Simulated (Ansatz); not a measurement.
Crystal: Si2W.

```
W Si
1.0
    -1.60690    1.60690    3.91495
     1.60690   -1.60690    3.91495
     1.60690    1.60690   -3.91495
W Si
1 2
Direct
  0.00000 0.00000 0.00000
  0.66530 0.66530 0.00000
  0.33470 0.33470 0.00000
```

| Quantity | Value |
| --- | --- |
| Program | Ansatz 0.2.0 |
| Task | relaxation of cell and atoms |
| Functional | SVWN5 |
| Potentials or basis | Ansatz PAW |
| Cutoff | 420 eV (not typed: the program's choice for these potentials) |
| k mesh | 12 × 12 × 12 |
| Occupations | fermi-dirac, width 0.05 eV |
| Spin | no spin polarisation |

At the start: volume 13.48 Å³/atom.

**Question.** Where does the relaxation end?

**Answer.** It ends after 5 steps and the volume is 13.13 Å³/atom (-2.6 %); space group I4/mmm (No. 139, to 0.05 Å).

Step by step:
| step | energy change (eV) | largest force (eV/Å) | volume (Å³) |
| --- | --- | --- | --- |
| 1 | 0.0000 | 0.0521 | 40.44 |
| 2 | -0.0163 | 0.0683 | 39.00 |
| 3 | -0.0198 | 0.0138 | 39.42 |
| 4 | -0.0198 | 0.0054 | 39.40 |
| 5 | -0.0195 | 0.0054 | 39.40 |

Final structure:
```yaml
crystal:
  lattice:
    - [-1.59218, 1.59218, 3.88578]
    - [1.59218, -1.59218, 3.88578]
    - [1.59218, 1.59218, -3.88578]
  atoms:
    - { symbol: W, position: [0.00000, 0.00000, 0.00000] }
    - { symbol: Si, position: [0.66536, 0.66536, 0.00000] }
    - { symbol: Si, position: [0.33464, 0.33464, 0.00000] }
```

Caveat: the plane-wave basis is chosen anew once the cell has moved, so the energies of steps on either side of that aren't comparable; the PAW data sets come from PBE, with cores solved anew for the run's functional, which leaves a small shift of forces and pressure.
